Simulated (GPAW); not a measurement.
# MgO (Periclase, Fm-3m): the O K absorption edge, part 2 of 2

Aim: the near-edge shape at the O K edge of MgO (Periclase, Fm-3m), and what the core hole does to it.

GPAW 26.7.0; X-ray absorption from dipole matrix elements to empty bands, plane-wave PAW PBE.

So far. Step 2 (The field without a hole): The mesh shows a gap of 4.74 eV, so the hole is first treated in a charged cell, without the excited electron. Step 3 (Spectrum without a core hole, O atom 2): Main maxima below 24 eV (height): 7.4 eV (4.15) and 13.1 eV (1.30). A K edge sees empty p states on the absorber.

The database entry behind the starting cell differs from later determinations by our own check (about 0.1 % long), so it need not match the best structure at ambient conditions.

## Step 5: Spectrum with FCH, O atom 2

The holes are 6.0 Å apart. In GPAW the data set carries the hole's charge, so charge=0 means a charged cell and charge=-1 a neutral one. The excited electron is left out and a uniform background balances the charge. After the field has converged, empty bands are computed with the density fixed and the dipole matrix elements are summed.

Input file xas.py:

```python
import numpy as np
from ase import Atoms
from ase.parallel import parprint, paropen
from gpaw import GPAW, PW, FermiDirac, Mixer, MixerDif, setup_paths
from gpaw.test import gen
setup_paths.insert(0, '.')
gen('O', name='fch1s', xcname='PBE', corehole=(1, 0, 1), write_xml=True)

atoms = Atoms('Mg8O8',
    cell=[[0, 4.217, 4.217],
     [4.217, 0, 4.217],
     [4.217, 4.217, 0]],
    scaled_positions=[[0, 0, 0],
     [0, 0, 0.5],
     [0, 0.5, 0],
     [0.5, 0, 0],
     [0, 0.5, 0.5],
     [0.5, 0, 0.5],
     [0.5, 0.5, 0],
     [0.5, 0.5, 0.5],
     [0.25, 0.25, 0.25],
     [0.25, 0.25, 0.75],
     [0.25, 0.75, 0.25],
     [0.75, 0.25, 0.25],
     [0.25, 0.75, 0.75],
     [0.75, 0.25, 0.75],
     [0.75, 0.75, 0.25],
     [0.75, 0.75, 0.75]],
    pbc=True)
atoms.calc = calc = GPAW(legacy_gpaw=True, mode=PW(500), xc='PBE', setups={8: 'fch1s'},
    kpts={'size': (4, 4, 4), 'gamma': True}, occupations=FermiDirac(0.02),
    charge=0, mixer=Mixer(0.1, 5, 50), maxiter=150,
    convergence={'density': 0.0001}, txt='scf.txt')
energy = atoms.get_potential_energy() + calc.get_reference_energy()
ef = calc.get_fermi_level()
out = dict(energy=energy, fermi=ef, forces=atoms.get_forces().tolist())
parprint(f'all-electron energy {energy:.4f} eV, Fermi level {ef:.4f} eV')
ev = np.array([[calc.get_eigenvalues(k, s) for k in range(len(calc.get_ibz_k_points()))] for s in range(calc.get_number_of_spins())])
out['homo'], out['lumo'], out['counts'] = ev[ev < ef].max(), ev[ev > ef].min(), sorted(set((ev < ef).sum((0, 2)).tolist()))
out['filled'] = (ev[:, 0] < ef).sum(1).tolist()

from gpaw.xas import XAS
nb = int(calc.get_number_of_electrons() / 2) + 92
top, nb = nb, nb + 8 + nb // 12
nscf = calc.fixed_density(kpts={'size': (5, 5, 5), 'gamma': True}, nbands=nb,
    convergence={'bands': top, 'eigenstates': 1e-5}, maxiter=60, txt='nscf.txt')
cell = atoms.cell.array
ops = [cell.T @ U.T @ np.linalg.inv(cell.T) for U in nscf.wfs.kd.symmetry.op_scc]
filled = [64]  # bands filled in the ground state, by spin
E = np.arange(-6, 34, 0.1)
fwhm = np.interp(E, [4, 25], [0.9, 3.5])
Y, X, zero, highest = 0, 0, 1e9, 1e9
for spin in range(nscf.get_number_of_spins()):
    xas = XAS(nscf, mode='all', center=8, spin=spin)
    eps = xas.eps_kn
    d = xas.sigma_cmkn  # core-to-band dipole matrix elements, k weights included
    T = np.einsum('amkn,bmkn->abkn', d, d.conj()).real
    T = sum(np.einsum('ai,ijkn,bj->abkn', R, T, R) for R in ops) / len(ops)
    empty = np.ones_like(eps, bool) & (np.arange(nb) >= filled[spin])
    zero, highest = min(zero, eps[empty].min()), min(highest, eps[:, top - 1].min())
    lines = [(eps, T, empty)] if spin == 0 else lines + [(eps, T, empty)]
for eps, T, empty in lines:
    f = np.einsum('aakn->akn', T).reshape(3, -1)
    x = eps.ravel() - zero
    w = np.interp(x, E, fwhm) / 2.35482
    g = np.exp(-0.5 * ((E[:, None] - x) / w) ** 2) / (w * (2 * np.pi) ** 0.5)
    Y = Y + (f * empty.ravel()) @ g.T
    X = X + (f * ~empty.ravel()) @ g.T
out.update(E=E.round(2).tolist(), xas=Y.tolist(), xes=X.tolist(), zero=zero, valid=highest - zero, nk=len(eps), nb=nb)
for i in range(0, len(E), 10):
    parprint(f'{E[i]:7.2f}', *(f'{v:10.3e}' for v in Y[:, i]))
import json
with paropen('out.json', 'w') as f:
    json.dump(out, f)
```

Launch:

```bash
> OMP_NUM_THREADS=1 python xas.py
```

Numbers of over 12 decimals in the logs are rounded to 6 here.

The log of the run:

```text
Input parameters:
  convergence: {density: 0.0001}
  kpts: {gamma: True,
         size: (4, 4, 4)}
  maxiter: 150
  mixer: {backend: pulay,
          beta: 0.1,
          method: separate,
          nmaxold: 5,
          weight: 50}
  mode: {ecut: 500.0,
         name: pw}
  occupations: {fixmagmom: False,
                name: fermi-dirac,
                width: 0.02}
  setups: {8: fch1s}
  xc: PBE

Initialize ...

[... PAW data sets ...]

Reference energy: -59369.178586  # eV

Spin-paired calculation

[... convergence settings ...]
Symmetries present (total): 24
  [... symmetry matrices ...]

64 k-points: 4 x 4 x 4 Monkhorst-Pack grid + [1/8,1/8,1/8]
8 k-points in the irreducible part of the Brillouin zone
       k-points in crystal coordinates                weights
   0:     0.00000000    0.00000000    0.00000000          1/64
   1:     0.25000000    0.25000000    0.00000000          6/64
   2:     0.25000000    0.25000000    0.25000000          8/64
   3:     0.50000000    0.25000000   -0.25000000          6/64
   4:     0.50000000    0.25000000    0.25000000         12/64
   5:     0.50000000    0.50000000    0.00000000          3/64
   6:     0.50000000    0.50000000    0.25000000         24/64
   7:     0.50000000    0.50000000    0.50000000          4/64

Wave functions: Plane wave expansion
  Cutoff energy: 500.000 eV
  Number of coefficients (min, max): 3787, 3839
  Pulay-stress correction: 0.000000 eV/Ang^3 (de/decut=0.000000)
  Using FFTW library
  Wavefunction extrapolation:
    Improved wavefunction reuse through dual PAW basis

Occupation numbers: Fermi-Dirac:
  width: 0.0200  # eV

Eigensolver
   Davidson(niter=2)

Densities:
  Coarse grid: 32*32*32 grid
  Fine grid: 64*64*64 grid
  Total Charge: 1.000000

Density mixing:
  Method: separate
  Backend: pulay
  Linear mixing parameter: 0.1
  old densities: 5
  Width of damping distribution: 1.1
  Damping of long wavelength oscillations: 50

[... Hamiltonian set-up ...]
Number of atoms: 16
Number of atomic orbitals: 96
Number of bands in calculation: 81
Number of valence electrons: 128
Bands to converge: occupied

... initialized

Initializing position-dependent things.

Density initialized from atomic densities
Creating initial wave functions:
  81 bands from LCAO basis set

                          O
                    O
                     O

               O    Mg   O
             Mg   O
               Mg   O
        Mg   O    Mg

            Mg
             Mg
       Mg

Atomic positions and initial magnetic moments

Positions:
   0 Mg     0.000000    0.000000    0.000000    ( 0.0000,  0.0000,  0.0000)
   1 Mg     2.108500    2.108500    0.000000    ( 0.0000,  0.0000,  0.0000)
   2 Mg     2.108500    0.000000    2.108500    ( 0.0000,  0.0000,  0.0000)
   3 Mg     0.000000    2.108500    2.108500    ( 0.0000,  0.0000,  0.0000)
   4 Mg     4.217000    2.108500    2.108500    ( 0.0000,  0.0000,  0.0000)
   5 Mg     2.108500    4.217000    2.108500    ( 0.0000,  0.0000,  0.0000)
   6 Mg     2.108500    2.108500    4.217000    ( 0.0000,  0.0000,  0.0000)
[...]
13 O      4.217000    6.325500    4.217000    ( 0.0000,  0.0000,  0.0000)
  14 O      4.217000    4.217000    6.325500    ( 0.0000,  0.0000,  0.0000)
  15 O      6.325500    6.325500    6.325500    ( 0.0000,  0.0000,  0.0000)

Unit cell:
           periodic     x           y           z      points  spacing
  1. axis:    yes    0.000000    4.217000    4.217000    32     0.1522
  2. axis:    yes    4.217000    0.000000    4.217000    32     0.1522
  3. axis:    yes    4.217000    4.217000    0.000000    32     0.1522

  Lengths:   5.963739   5.963739   5.963739
  Angles:   60.000000  60.000000  60.000000

Effective grid spacing dv^(1/3) = 0.1660

iter:   1  -129.865571
iter:   2  -124.615763   -0.40  -1.04
iter:   3  -118.318400   -0.45  -1.14
iter:   4  -118.219713   -0.83  -1.41
iter:   5  -118.365642   -1.51  -1.62
iter:   6  -118.155885   -1.55  -1.96
iter:   7  -118.128822   -2.79  -2.57
iter:   8  -118.131833c  -3.03  -2.70
iter:   9  -118.126885c  -2.90  -2.52
iter:  10  -118.116205c  -3.81  -2.67
iter:  11  -118.116228c  -4.93  -3.45
iter:  12  -118.116223c  -5.46  -3.53
iter:  13  -118.116471c  -4.86  -3.68
iter:  14  -118.116208c  -5.58  -3.43
iter:  15  -118.116198c  -6.19  -4.16c
iter:  16  -118.116198c  -7.46c -4.70c

Converged after 16 iterations.

Dipole moment: (-1.047224, -1.047224, -1.047224) |e|*Ang

Energy contributions relative to reference atoms: (reference = -59369.178586)

Kinetic:        +68.230667
Potential:      -73.379605
External:        +0.000000
XC:            -112.955887
Entropy (-ST):   -0.000000
Local:           -0.011372
SIC:             +0.000000
--------------------------
Free energy:   -118.116198
Extrapolated:  -118.116198

Showing only first 2 kpts
 Kpt  Band  Eigenvalues  Occupancy
  0    62      5.09790    2.00000
  0    63      5.09790    2.00000
  0    64      9.15987    0.00000
  0    65     12.37447    0.00000

  1    62      4.93368    2.00000
  1    63      4.93406    2.00000
  1    64     10.26816    0.00000
[...]
Fermi level: 5.87248

Gap: 4.062 eV
Transition (v -> c):
  (s=0, k=0, n=63, [0.00, 0.00, 0.00]) -> (s=0, k=0, n=64, [0.00, 0.00, 0.00])
No difference between direct/indirect transitions

Forces in eV/Ang:
  0 Mg    0.00000    0.00000   -0.00000
  1 Mg    0.00000    0.00000   -2.05121
  2 Mg   -0.00000   -2.05121   -0.00000
  3 Mg   -2.05121    0.00000   -0.00000
  4 Mg    2.05121    0.00000   -0.00000
  5 Mg    0.00000    2.05121   -0.00000
  6 Mg    0.00000   -0.00000    2.05121
[...]
13 O     0.00000    0.00000   -0.00000
 14 O    -0.00000   -0.00000    0.00000
 15 O     0.00000    0.00000    0.00000
Scalar-relativistic atomic PBE calculation for O (Oxygen, Z=8)
Core hole in 1s state (1s occupation: 1.0)
300 radial gridpoints.
|------------------------------------------------|
|------------------------------------------------|
[... the atom generator's iteration count ...]

Energy contributions:
-------------------------
Kinetic:      +54.482386
XC:            -6.221029
Potential:   -102.872811
-------------------------
Total:        -54.611454

state      eigenvalue         ekin         rmax
-----------------------------------------------
1s^1.0 :   -21.894578    30.998381        0.126
2s^2.0 :    -1.608483     4.112072        0.796
2p^4.0 :    -1.062351     3.814965        0.685
-----------------------------------------------
(units: Bohr and Hartree)

Generating PAW setup
Kinetic energy of the core from tauc = 31.023928
Cutoffs:
rc(s)=1.300
rc(p)=1.130
rc(d)=1.170
rc(vbar)=1.300
rc(comp)=1.260
rc(nct)=1.300

Kinetic energy of the core states: 30.998381
Charge: 1.0
Core electrons: 1.0
Valence electrons: 6.0
Pseudo-core charge: 0.000187
Shape function alpha=6.299
Pseudo-electron charge 5.288669
state    eigenvalue         norm
--------------------------------
2s(2) :    -1.608483     1.066038
*s    :    -0.608483
2p(4) :    -1.062351     0.789101
*p    :    -0.062351
*d    :     0.000000
--------------------------------

Diagonalizing with gridspacing h=0.050

state   all-electron     PAW
-------------------------------
2s:      -1.608483    -1.609927
2p:      -1.062351    -1.068630
*d:                   -0.061610
*f:                   -0.013338
-------------------------------
all-electron energy -59487.2948 eV, Fermi level 5.8725 eV
[...]
31.00  3.496e-05  3.496e-05  3.496e-05
  32.00  4.123e-05  4.123e-05  4.123e-05
  33.00  4.455e-05  4.455e-05  4.455e-05
```

It took 3.7 min on 1 thread of Arm Neoverse V2, shared host; peak memory 0.49 GiB.

The O K spectrum, O atom 2, full core hole (charged cell) (energy from the lowest empty level; intensity scaled to a mean of 1 over the first 20 eV):

```tsv
E (eV)	intensity
-2.0	0.00
-1.4	0.00
-0.8	0.00
-0.2	0.00
0.4	0.03
1.0	0.10
1.6	0.25
2.2	0.36
2.8	0.82
3.4	1.56
4.0	2.32
4.6	2.68
5.2	2.57
5.8	2.28
6.4	2.83
7.0	3.40
7.6	2.16
8.2	0.75
8.8	0.31
9.4	0.25
10.0	0.23
10.6	0.25
11.2	0.39
11.8	0.69
12.4	1.00
13.0	1.14
13.6	1.11
14.2	0.97
14.8	0.77
15.4	0.58
16.0	0.48
16.6	0.45
17.2	0.46
17.8	0.48
18.4	0.47
19.0	0.47
19.6	0.49
20.2	0.57
20.8	0.72
21.4	0.92
22.0	1.15
22.6	1.34
23.2	1.46
23.8	1.46
24.4	1.34
25.0	1.15
25.6	0.92
26.2	0.71
26.8	0.55
27.4	0.45
28.0	0.41
28.6	0.40
29.2	0.42
```

Main maxima below 24 eV (height): 4.7 eV (2.69), 6.9 eV (3.42), 13.1 eV (1.15) and 23.5 eV (1.47). 

The hole costs E(hole) − E(ground) = 530.95 eV, and the lowest empty level of the hole cell on the spectrum's mesh lies at 9.16 eV, which puts the zero at 540.11 eV. One term is added: -8.91 eV, since the hole is spin-paired here and a spin-polarised one costs that much less in the free atom (computed apart). The photon energy is then 531.20 eV. The functional and the charged cell's background leave an error of a few eV in such absolute values.

## Step 6: Excitation energy, O atom 2

With the excited electron kept in the cell the system stays neutral, and the energy difference is an excitation energy by itself. In a small cell that electron takes up a good share of the lowest empty band, or all of one, which shifts the value from the true onset.

Changed against the first core-hole run: core hole to XCH, with the smearing that suits a partly filled band.

Input file scf.py:

```python
import numpy as np
from ase import Atoms
from ase.parallel import parprint, paropen
from gpaw import GPAW, PW, FermiDirac, Mixer, MixerDif, setup_paths
from gpaw.test import gen
setup_paths.insert(0, '.')
gen('O', name='fch1s', xcname='PBE', corehole=(1, 0, 1), write_xml=True)

atoms = Atoms('Mg8O8',
    cell=[[0, 4.217, 4.217],
     [4.217, 0, 4.217],
     [4.217, 4.217, 0]],
    scaled_positions=[[0, 0, 0],
     [0, 0, 0.5],
     [0, 0.5, 0],
     [0.5, 0, 0],
     [0, 0.5, 0.5],
     [0.5, 0, 0.5],
     [0.5, 0.5, 0],
     [0.5, 0.5, 0.5],
     [0.25, 0.25, 0.25],
     [0.25, 0.25, 0.75],
     [0.25, 0.75, 0.25],
     [0.75, 0.25, 0.25],
     [0.25, 0.75, 0.75],
     [0.75, 0.25, 0.75],
     [0.75, 0.75, 0.25],
     [0.75, 0.75, 0.75]],
    pbc=True)
atoms.calc = calc = GPAW(legacy_gpaw=True, mode=PW(500), xc='PBE', setups={8: 'fch1s'},
    kpts={'size': (4, 4, 4), 'gamma': True}, occupations=FermiDirac(0.04),
    charge=-1, mixer=Mixer(0.1, 5, 50), maxiter=150,
    convergence={'density': 0.0001}, txt='scf.txt')
energy = atoms.get_potential_energy() + calc.get_reference_energy()
ef = calc.get_fermi_level()
out = dict(energy=energy, fermi=ef, forces=atoms.get_forces().tolist())
parprint(f'all-electron energy {energy:.4f} eV, Fermi level {ef:.4f} eV')
ev = np.array([[calc.get_eigenvalues(k, s) for k in range(len(calc.get_ibz_k_points()))] for s in range(calc.get_number_of_spins())])
out['homo'], out['lumo'], out['counts'] = ev[ev < ef].max(), ev[ev > ef].min(), sorted(set((ev < ef).sum((0, 2)).tolist()))
out['filled'] = (ev[:, 0] < ef).sum(1).tolist()
import json
with paropen('out.json', 'w') as f:
    json.dump(out, f)
```

Launch:

```bash
> OMP_NUM_THREADS=1 python scf.py
```

The log of the run:

```text
Input parameters:
  charge: -1
  convergence: {density: 0.0001}
  kpts: {gamma: True,
         size: (4, 4, 4)}
  maxiter: 150
  mixer: {backend: pulay,
          beta: 0.1,
          method: separate,
          nmaxold: 5,
          weight: 50}
  mode: {ecut: 500.0,
         name: pw}
  occupations: {fixmagmom: False,
                name: fermi-dirac,
                width: 0.04}
  setups: {8: fch1s}
  xc: PBE

[...]
2s(2) :    -1.608483     1.066038
*s    :    -0.608483
2p(4) :    -1.062351     0.789101
*p    :    -0.062351
*d    :     0.000000
--------------------------------

Diagonalizing with gridspacing h=0.050

state   all-electron     PAW
-------------------------------
2s:      -1.608483    -1.609927
2p:      -1.062351    -1.068630
*d:                   -0.061610
*f:                   -0.013338
-------------------------------
all-electron energy -59476.6972 eV, Fermi level 11.3699 eV
[key lines of the parts left out:]
Converged after 17 iterations.
Dipole moment: (-0.688882, -0.688882, -0.688882) |e|*Ang
Free energy:   -107.522373
Fermi level: 11.36991
```

It took 83 s on 1 thread; peak memory 0.32 GiB.

The total-energy difference is 541.54 eV. With the free-atom term of -8.91 eV for this edge, the photon energy is 532.63 eV.

## Step 7: With and without the hole

Both curves are counted from their own zero, so only the shift of weight within the empty states shows.

```tsv
E (eV)	no hole	FCH
-2.0	0.00	0.00
-1.0	0.00	0.00
0.0	0.00	0.01
1.0	0.06	0.10
2.0	0.24	0.30
3.0	0.55	1.03
4.0	0.89	2.32
5.0	1.31	2.65
6.0	1.54	2.32
7.0	3.62	3.40
8.0	3.35	1.11
9.0	1.00	0.28
10.0	0.33	0.23
11.0	0.42	0.32
12.0	0.95	0.81
13.0	1.29	1.14
14.0	1.16	1.02
15.0	0.84	0.70
16.0	0.64	0.48
17.0	0.61	0.45
18.0	0.56	0.48
19.0	0.41	0.47
20.0	0.34	0.54
21.0	0.46	0.78
22.0	0.79	1.15
23.0	1.23	1.43
24.0	1.49	1.43
25.0	1.38	1.15
26.0	1.01	0.78
27.0	0.69	0.51
28.0	0.54	0.41
29.0	0.51	0.41
```

With each curve scaled to its own mean, the area from −2 to 6 eV with the hole is 7.6 against 3.8, and the centre of weight from −1 to 20 eV moves by -1.0 eV: the hole pulls the absorber's empty states down.

## Step 8: Outcome

```json
{
 "absorber and edge": "O K, atom 2 of the ground-state input (counted from 1)",
 "surroundings": "6 Mg at 2.11 Å (octahedral, site symmetry m-3m)",
 "highest intensity below 16 eV": "6.9 eV above the zero, height 3.42",
 "photon energy of the zero, with the added terms": "531.2 eV (raw 540.1 eV; uncertain by a few eV)"
}
```

What this shows: The O K edge of atom 2, with 6 Mg at 2.11 Å (octahedral, site symmetry m-3m), has its highest intensity of the first 16 eV at 6.9 eV above the zero, near 538 eV in photon energy (uncertain by a few eV), 3.4 times the mean level of the first 20 eV (Gaussian full width 0.9 eV up to 4 eV, rising linearly to 3.5 eV at 25 eV). With each curve scaled to its own mean, the area from −2 to 6 eV with the hole is 7.6 against 3.8, and the centre of weight from −1 to 20 eV moves by -1.0 eV: the hole pulls the absorber's empty states down. The neutral-cell energy lies +1.4 eV from the charged-cell zero, a gap made of the charged-cell error and of where the added electron settles. The holes are only 6.0 Å apart, so the shape is probably not converged with cell size; no larger cell was run here. The mesh is coarse (0.26 Å⁻¹ between points), so small maxima may be mesh ripples. Lifetime broadening is put in by hand, and intensities beyond about 20 eV depend on it and on the partial waves. The structure is a published determination, not relaxed.

[Banner, clock and machine lines of the logs are left out without a mark of their own.]

[Logs are printed without paths, hosts, clocks, repeated set-up lines and the standing remarks that a program may print on its own settings, such as how far it seeks lower states.]

[Hosts, paths, dates, database ids (printed as entryN), source tags and the programs' standing remarks are cut or masked in the printed files.]

[Lists of maxima count a maximum above −3 eV only where it reaches 4 % of the highest in the window and stands out from its surroundings by 2 % of it (1.5 % where it reaches 55 %); shoulders and weaker maxima are passed over, and of the rest the first, up to two pre-edge ones and the few strongest are named.]
